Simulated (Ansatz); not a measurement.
BaSnO3:
```xyz
5
Lattice="4.1760 0.0000 0.0000 0.0000 4.1760 0.0000 0.0000 0.0000 4.1760" Properties=species:S:1:pos:R:3 pbc="T T T"
Sn     0.0000     0.0000     0.0000
Ba     2.0880     2.0880     2.0880
O      2.0880     0.0000     0.0000
O      0.0000     2.0880     0.0000
O      0.0000     0.0000     2.0880
```

Relaxed with PBE. Special points in fractions of this cell's reciprocal vectors: Γ (0.000, 0.000, 0.000); X (0.000, 0.500, 0.000); M (0.500, 0.500, 0.000); R (0.500, 0.500, 0.500).

Problem. List the band energies nearest the valence-band maximum at these points for PBE with spin–orbit coupling in the plane-wave PAW code Ansatz.

Solution. In eV from the valence-band maximum; about four levels below and three above (degenerate sets whole), none deeper than 8.9 eV; points with the same levels are listed once.

| k | below | above |
|---|---|---|
| Γ | -0.45 -0.45 -0.45 -0.45 | 0.48 0.48 4.96 4.96 4.96 4.96 |
| X | -1.02 -1.02 -0.93 -0.93 | 4.52 4.52 6.69 6.69 |
| M | -0.77 -0.77 -0.05 -0.05 | 6.39 6.39 7.62 7.62 |
| R | 0.00 0.00 0.00 0.00 | 4.95 4.95 5.17 5.17 5.17 5.17 |

Space group Pm-3m (cubic perovskite). The cell was relaxed with PBE under the symmetry of its start. At this level the phase is dynamically unstable (imaginary phonons).

Potentials: the later of the program's two PAW sets.
